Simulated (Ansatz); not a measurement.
Runs of Ansatz 0.2.0 on InAs. Symmetry: F-43m, No. 216, cubic system. The conventional cell has a = 6.036 Å, b = 6.036 Å, c = 6.036 Å, α = 90.00°, β = 90.00°, γ = 90.00°. In (site symmetry -43m) has 4 As at 2.61 Å as nearest neighbours. As (site symmetry -43m) has 4 In at 2.61 Å as nearest neighbours. 

```csv
task,spin,cell,points for each segment of the path,gap on the mesh (eV),pressure (GPa),relaxed volume (Å³/atom)
relaxation of cell and atoms,off,relaxed,-,none,0.0,29.63
relaxation of cell and atoms,"SOC, no magnetisation",relaxed,-,none,0.0,29.60
band structure,"SOC, no magnetisation",as given,14,none,4.3,-
band structure,off,as given,14,none,(a),-
```

Alike in all rows: level PBE; potentials or basis Ansatz PAW; k mesh 6 × 6 × 6; cutoff (eV) 420; smearing fermi-dirac 0.05 eV.

Problem. Fill in the values left out.

Solution. (a) 4.4.

Caveats: the plane-wave basis is chosen anew once the cell has moved, so the energies of steps on either side of that aren't comparable (some runs); spin-orbit coupling is left out, which moves the levels of the heavy elements (some runs).

A k mesh can miss the band edges, and rows without SOC leave out spin-orbit coupling on As, In.

A gap of «none» marks a metal or a gap under the smearing width.
